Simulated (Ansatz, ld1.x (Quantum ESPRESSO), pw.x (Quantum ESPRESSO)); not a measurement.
# pw.x on bcc P: one setting changed

Potential: norm-conserving RRKJ (Kleinman–Bylander form), ld1.x (Quantum ESPRESSO) 7.5, PBE; core [Ne], reference 3s2 3p3; waves: 3s (bound): rc 1.65 bohr; 3p (bound): rc 1.65 bohr; 3d channel at 0.15 Ry: rc 1.75 bohr; local part: all-electron potential smoothed inside 1.25 bohr (lloc = -2); core correction: none; rho0 0.01.

The reference run (k-mesh 15³, cutoffs 70/280 Ry, Fermi–Dirac 0.01 Ry, mixing_beta 0.4, conv_thr 1e-9, no spin) gives -0.85 GPa at 14.308 Å³/atom, where all-electron LAPW gives -0.58 GPa. This run, with its own iteration cap, changes electron_maxstep to 4, a wrong or extreme entry chosen on purpose.

```
&control
  calculation='scf', prefix='x', pseudo_dir='./', outdir='./tmp', tstress=.true., disk_io='none'
/
&system
  ibrav=0, nat=1, ntyp=1, ecutwfc=70, ecutrho=280, nbnd=9,
  occupations='smearing', smearing='fd', degauss=0.01
/
&electrons
  conv_thr=1e-09, mixing_beta=0.4, electron_maxstep=4
/
ATOMIC_SPECIES
P 1.0 P.UPF
CELL_PARAMETERS angstrom
  -1.52934798 1.52934798 1.52934798
  1.52934798 -1.52934798 1.52934798
  1.52934798 1.52934798 -1.52934798
ATOMIC_POSITIONS crystal
P 0.0000 0.0000 0.0000
K_POINTS automatic
15 15 15 0 0 0
```

```bash
pw.x < P.scf.in > P.scf.out
```

Question: How does the run end?

Answer: It does not reach self-consistency within its iteration cap.

```
Message from routine setup:
     using ibrav=0 with symmetry is DISCOURAGED, use correct ibrav instead
     lattice parameter (alat)  =       5.0057  a.u.
     unit-cell volume          =      96.5552 (a.u.)^3
     number of electrons       =         5.00
     number of Kohn-Sham states=            9
     kinetic-energy cutoff     =      70.0000  Ry
     charge density cutoff     =     280.0000  Ry
     scf convergence threshold =      1.0E-09
     Exchange-correlation= PBE
     number of k points=   120  Fermi-Dirac smearing, width (Ry)=  0.0100
     iteration #  1     ecut=    70.00 Ry     beta= 0.40
     total energy              =     -13.14293585 Ry
     estimated scf accuracy    <       0.00202825 Ry
     iteration #  2     ecut=    70.00 Ry     beta= 0.40
     total energy              =     -13.14290166 Ry
     estimated scf accuracy    <       0.00062851 Ry
     iteration #  3     ecut=    70.00 Ry     beta= 0.40
     total energy              =     -13.14293374 Ry
     estimated scf accuracy    <       0.00000821 Ry
     iteration #  4     ecut=    70.00 Ry     beta= 0.40
     total energy              =     -13.14293427 Ry
     estimated scf accuracy    <          9.9E-09 Ry
     convergence NOT achieved after   4 iterations: stopping
     Message from routine punch:
     Nothing written, as per user request (disk_io='none')
```

The run took about 7.2 s on one core of a shared host (Neoverse-V2, 96 threads, 742 GiB, load 34).
